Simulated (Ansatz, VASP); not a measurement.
Given: the input of a run of VASP 6.6.1 on Pb.

INCAR

```
SYSTEM = Pb
PREC = Accurate ; ENCUT = 520
EDIFF = 1E-7 ; ISMEAR = -1
SIGMA = 0.05 ; LREAL = .FALSE.
LASPH = .TRUE. ; NELM = 80
ALGO = Fast ; ISIF = 2
LWAVE = .FALSE. ; LCHARG = .FALSE.
GGA = PE ; NBANDS = 13
```

The input KPOINTS:

```
regular mesh
0
G
  9 9 9
  0 0 0
```

POSCAR

```
Pb
1.0
    0.0000000000      2.4750200000      2.4750200000
    2.4750200000      0.0000000000      2.4750200000
    2.4750200000      2.4750200000      0.0000000000
Pb
1
Direct
    0.0000000000      0.0000000000      0.0000000000
```

File KPOINTS_OPT:

```
path GXWKGLUWLK,UX
20
line-mode
reciprocal
 0.0000000000  0.0000000000  0.0000000000  G
 0.5000000000  0.0000000000  0.5000000000  X

 0.5000000000  0.0000000000  0.5000000000  X
 0.5000000000  0.2500000000  0.7500000000  W

 0.5000000000  0.2500000000  0.7500000000  W
 0.3750000000  0.3750000000  0.7500000000  K

 0.3750000000  0.3750000000  0.7500000000  K
 0.0000000000  0.0000000000  0.0000000000  G

 0.0000000000  0.0000000000  0.0000000000  G
 0.5000000000  0.5000000000  0.5000000000  L

 0.5000000000  0.5000000000  0.5000000000  L
 0.6250000000  0.2500000000  0.6250000000  U

 0.6250000000  0.2500000000  0.6250000000  U
 0.5000000000  0.2500000000  0.7500000000  W

 0.5000000000  0.2500000000  0.7500000000  W
 0.5000000000  0.5000000000  0.5000000000  L

 0.5000000000  0.5000000000  0.5000000000  L
 0.3750000000  0.3750000000  0.7500000000  K

 0.6250000000  0.2500000000  0.6250000000  U
 0.5000000000  0.0000000000  0.5000000000  X
```

Potentials or basis: VASP PAW PBE potentials, release 64 (Pb_d).

Launch:

```sh
$ cat potpaw_PBE.64/Pb_d/POTCAR > POTCAR
$ mpirun -np 1 vasp_std > vasp.out
```

**Question.** Set up the same calculation for Ansatz 0.2.0. Potentials there: Ansatz PAW.

**Answer.** As run (the cutoff follows the program's own potentials):

input.yaml

```yaml
crystal:
  lattice:
    - [0.0, 2.47502, 2.47502]
    - [2.47502, 0.0, 2.47502]
    - [2.47502, 2.47502, 0.0]
  atoms:
    - { symbol: Pb, position: [0.0, 0.0, 0.0] }
hamiltonian:
  xc: pbe
  pseudopotentials: { kind: paw }
kpoints:
  mp_grid: { grid: [9, 9, 9] }
  band_path:
    path:
      - [[0.0, 0.0, 0.0], [0.5, 0.0, 0.5], [0.5, 0.25, 0.75], [0.375, 0.375, 0.75], [0.0, 0.0, 0.0], [0.5, 0.5, 0.5], [0.625, 0.25, 0.625], [0.5, 0.25, 0.75], [0.5, 0.5, 0.5], [0.375, 0.375, 0.75]]
      - [[0.625, 0.25, 0.625], [0.5, 0.0, 0.5]]
    npoints: 14
scf:
  occupations: { method: fermi_dirac, width: 0.05 }
  n_extra_bands: 6
output:
  forces: true
  stress: true
  eigenvalues: true
  fatbands: false
```

Potentials or basis: Ansatz PAW.

Run with:

```console
$ ansatz run input.yaml --threads 2 --pin off --max-ram 5632MiB --backend cpu --events-out ev --progress --plain --runs-dir out
```

Both were run:

|  | VASP | Ansatz | Ansatz less VASP |
| --- | --- | --- | --- |
| gap on the k mesh at the Fermi level (eV) | none | none | - |
| pressure (GPa) | 2.2 | 2.3 | +0.03 |

A gap of «none» marks a metal or a gap that the smearing closes.

Caveats: spin-orbit coupling is left out, which moves the levels of the heavy elements.
